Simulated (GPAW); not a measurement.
A run of GPAW 26.7.0:

The input run.py:

```python
from ase.dft.bandgap import bandgap
from ase.io import read, write
from ase.units import Bohr, GPa
from gpaw import GPAW, PW
from gpaw.elf import elf_from_dft_calculation

atoms = read('PbS.xyz')

calc = GPAW(mode=PW(600),
            xc='RPBE',
            kpts={'size': (8, 8, 8), 'gamma': True},
            occupations={'name': 'fermi-dirac', 'width': 0.05},
            nbands=19,
            convergence={'density': 1e-05, 'energy': 1e-05},
            maxiter=150,
            txt='gpaw.txt')
atoms.calc = calc
energy = atoms.get_potential_energy()
forces = atoms.get_forces()
stress = atoms.get_stress()
calc.write('gs.gpw')
write('result.traj', atoms)
print(f'Energy: {energy:.6f} eV')
print('Forces (eV/A):')
print(forces.round(4))
print('Stress (GPa):', (stress / GPa).round(3))
print('Fermi level:', round(calc.get_fermi_level(), 4), 'eV')
print(f'Gap: {bandgap(calc)[0]:.4f} eV, direct: {bandgap(calc, direct=True)[0]:.4f} eV')

# fields on the real-space grid
write('density.cube', atoms, data=calc.get_pseudo_density() * Bohr**3)
write('potential.cube', atoms, data=calc.get_electrostatic_potential())
write('elf.cube', atoms, data=elf_from_dft_calculation(calc).data)

path = atoms.cell.bandpath('GXWKGLUWLK,UX', npoints=100, eps=1e-4)
bs_calc = calc.fixed_density(kpts=path, symmetry='off', nbands=31,
                             convergence={'bands': 'CBM+6.0', 'eigenstates': 1e-6}, txt='bands.txt')
bs = bs_calc.band_structure()
bs.write('bs.json')
print(f'Gap on the path: {bandgap(bs_calc)[0]:.4f} eV')
```

Contents of PbS.xyz:

```xyz
2
Lattice="0.0000000000 2.9657500000 2.9657500000 2.9657500000 0.0000000000 2.9657500000 2.9657500000 2.9657500000 0.0000000000" Properties=species:S:1:pos:R:3 pbc="T T T"
Pb     0.0000000000      0.0000000000      0.0000000000
S      2.9657500000      2.9657500000      2.9657500000
```

Potentials or basis: the program's PAW data sets (release 1.2.1) made for this functional, pw.

Launch:

```bash
$ OMP_NUM_THREADS=1 python run.py
```

Hardware: 1 thread of Arm Neoverse V1, with other jobs on the host.

Task: Estimate the wall time of this run.

Result: Wall time 78 s on 1 thread of Arm Neoverse V1, on a shared host, peak memory 0.31 GiB. Counts: scf iterations 16, plane waves 1807, bands 19, k points 29.
